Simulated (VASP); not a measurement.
A run of VASP 6.6.1 is set up as follows.

File INCAR:

```
SYSTEM = GaN
PREC = Accurate ; ENCUT = 600
EDIFF = 1E-7 ; ISMEAR = 0
SIGMA = 0.03 ; LREAL = .False.
LASPH = .True. ; NELM = 80
ALGO = Normal ; ISIF = 4
LWAVE = .False. ; LCHARG = .False.
GGA = PS ; IBRION = 2
NSW = 40 ; EDIFFG = -0.01
```

File KPOINTS:

```
regular mesh
0
Gamma
  12 12 5
  0 0 0
```

Contents of POSCAR:

```
GaN                                     
1.0
    3.1588879147      0.0000000000      0.0000000000
   -1.5794439574      2.7356771819     -0.0000000000
   -0.0000000000      0.0000000000      5.1484330105
  Ga              N             
     2     2
Direct
     0.3333333332999970    0.6666666667000030    0.9992402581493666
     0.6666666667000030    0.3333333332999970    0.4992402581493666
     0.3333333332999970    0.6666666667000030    0.3757597418506334
     0.6666666667000030    0.3333333332999970    0.8757597418506334
```

Potentials or basis: VASP PAW PBE potentials, release 64 (Ga_d, N).

Run with:

```console
$ cat potpaw_PBE.64/Ga_d/POTCAR potpaw_PBE.64/N/POTCAR > POTCAR
$ mpirun -np 1 vasp_std > vasp.out
```

(1) What does it give for the band gap on the k mesh?

Answers

(1) 2.04 eV, direct.

Caveat: the relaxation stopped at its first step, so nothing moved.
